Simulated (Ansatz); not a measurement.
Wanted: the native input for an Ansatz 0.2.0 run.

| Item | Value |
| --- | --- |
| Task | density of states |
| Functional | rPW86-PBE |
| Dispersion | rVV10 |
| Potentials or basis | Ansatz PAW earlier set |
| Cutoff | 760 eV |
| Density cutoff | 3800 eV |
| k mesh | 11 × 11 × 11 |
| Occupations | methfessel-paxton, width 0.025 eV |
| Spin | no spin polarisation |

The system is Mg.

```
CELL_PARAMETERS angstrom
-1.83599 1.83599 1.67940
1.83599 -1.83599 1.67940
1.83599 1.83599 -1.67940
ATOMIC_POSITIONS crystal
Mg 0.00000 0.00000 0.00000
```

This isn't the form of Mg at room conditions, which is hcp.

The input as run:

input.yaml

```yaml
crystal:
  lattice:
    - [-1.83599163, 1.83599163, 1.67940402]
    - [1.83599163, -1.83599163, 1.67940402]
    - [1.83599163, 1.83599163, -1.67940402]
  atoms:
    - { symbol: Mg, position: [0.0, 0.0, 0.0] }
hamiltonian:
  xc: { exchange: rpw86, correlation: pbe }
  pseudopotentials: { kind: paw, level: accurate }
  dispersion: rvv10
kpoints:
  mp_grid: { grid: [11, 11, 11] }
scf:
  occupations: { method: methfessel_paxton, width: 0.025 }
  n_extra_bands: 6
output:
  forces: true
  stress: true
  eigenvalues: true
  dos: { projected: false, de: 0.05, nscf_kmesh: { grid: [17, 17, 17] } }
```

Potentials or basis: Ansatz PAW earlier set.

The run is started by

```console
$ ansatz run input.yaml --threads 1 --pin off --max-ram 2560MiB --backend cpu --events-out ev --progress --plain --runs-dir out
```

It gave:

The pressure is -0.1 GPa, the band gap on the k mesh is none (metal or under the smearing width) and the density of states at the Fermi level is 0.40 states/eV per cell.

Caveat: the PAW data sets come from PBE, with cores solved anew for the run's functional, which leaves a small shift of forces and pressure.

Run time: 8.1 s on 1 thread of Arm Neoverse V1, on a shared host, peak memory 0.39 GiB.
